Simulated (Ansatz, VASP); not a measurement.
TaN: VASP beside Ansatz

```
CELL_PARAMETERS angstrom
2.92177 0.00000 0.00000
-1.46088 2.53033 0.00000
0.00000 0.00000 5.91652
ATOMIC_POSITIONS crystal
Ta 0.00000 0.00000 0.50000
Ta 0.00000 0.00000 0.00000
N 0.33333 0.66667 0.25000
N 0.66667 0.33333 0.75000
```

The cell comes from a database or a generator and needn't be the stable form of this composition.

Alike in both runs: task relaxation of cell and atoms; functional PBE; k mesh 10 × 10 × 5; occupations fermi-dirac, width 0.05 eV; no spin polarisation.

```csv
,VASP,Ansatz
version,VASP 6.6.1,Ansatz 0.2.0
potentials or method,"VASP PAW PBE potentials, release 64 (Ta_pv, N_s)",Ansatz PAW
plane-wave cutoff (eV),480,420
valence electrons in the cell,32,36
```

```tsv
	VASP	Ansatz	Ansatz less VASP
gap on the k mesh at the Fermi level, each at its own relaxed structure (eV)	none	none	-
relaxed volume (Å³/atom)	10.92	10.90	-0.021
relaxed cell length with the largest relative difference (Å)	2.920	2.918	-0.0020
```

A gap of «none» marks a metal or a gap that the smearing closes. The two sets of potentials don't hold the same shells in valence.

Caveats: the plane-wave basis is chosen anew once the cell has moved, so the energies of steps on either side of that aren't comparable (Ansatz); the pressure holds a Pulay correction of +0.4 GPa for the finite cutoff (Ansatz). The runs have no spin-orbit coupling, so splittings on Ta are missing.
